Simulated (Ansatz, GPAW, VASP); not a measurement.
## Sn: 3 runs at one level of theory

```
CELL_PARAMETERS angstrom
-1.89465 1.89465 1.89465
1.89465 -1.89465 1.89465
1.89465 1.89465 -1.89465
ATOMIC_POSITIONS crystal
Sn 0.00000 0.00000 0.00000
```

This isn't the form of Sn at room conditions, which is tetragonal (white tin).

Alike in all runs: task single point; functional LDA; k mesh 10 × 10 × 10; occupations gaussian, width 0.02 eV; no spin polarisation; no spin-orbit coupling. LDA stands for any of its common fits. Pressure is positive in compression and, in plane waves, holds the error of the finite cutoff.

```csv
program and potentials,plane-wave cutoff (eV),notes,band gap (eV),pressure (GPa)
"Ansatz, all-electron LAPW, scalar-relativistic",-,-,no gap,-3.35
"VASP, LDA PAW files Sn, 500 eV",500,4 valence electrons an atom on average,?,?
"GPAW, the program's PAW data sets (release 1.2.1) made for this functional",600,14 valence electrons an atom on average,no gap,-3.58
```

Problem. Estimate from the other rows what the run with VASP, LDA PAW files Sn, 500 eV gave.

Solution. No band gap; pressure -3.46 GPa. The other rows, which needn't bracket it: pressure -3.58 to -3.35.
